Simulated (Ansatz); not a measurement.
# Stability checks on a candidate for BeH₂

The cell was found from a structure generator's guess, not taken from experiment.

The calculation used DFT PBE, scalar-relativistic, plane waves, PAW in Ansatz 0.2.0. Cutoff 420 eV, Γ-centred 4×4×4 mesh (18-atom cell), Gaussian smearing of 0.02 eV, no spin polarisation.

```
Be H
1.0
    -3.85845    3.85845    3.85845
     3.85845   -3.85845    3.85845
     3.85845    3.85845   -3.85845
Be H
6 12
Direct
  0.50000 0.75000 0.25000
  0.75000 0.25000 0.50000
  0.75000 0.50000 0.25000
  0.50000 0.25000 0.75000
  0.25000 0.75000 0.50000
  0.25000 0.50000 0.75000
  0.65874 0.00000 0.34126
  0.65874 0.65874 0.31749
  0.34126 0.68251 0.34126
  0.34126 0.65874 0.00000
  0.68251 0.34126 0.34126
  0.65874 0.31749 0.65874
  0.00000 0.34126 0.65874
  0.65874 0.34126 0.00000
  0.00000 0.65874 0.34126
  0.34126 0.00000 0.65874
  0.34126 0.34126 0.68251
  0.31749 0.65874 0.65874
```

The zero of energy is the elements' standard structures at the same level (H₂ as a molecule); no fitted shifts are applied.

**Question.** These tests were run: energy against the elements; phonons at Γ. What do they show?

**Answer.**

```
                       test                             result
energy against the elements                     −0.013 eV/atom
               phonons at Γ  imaginary modes down to 306i cm⁻¹
```

It fails one test: phonons at Γ. So it isn't even a local minimum. Undecided within the accuracy: energy against the elements.

With hydrogen, zero-point motion can shift formation energies by some tens of meV/atom. The run for the phonons used a 4×4×4 k mesh.
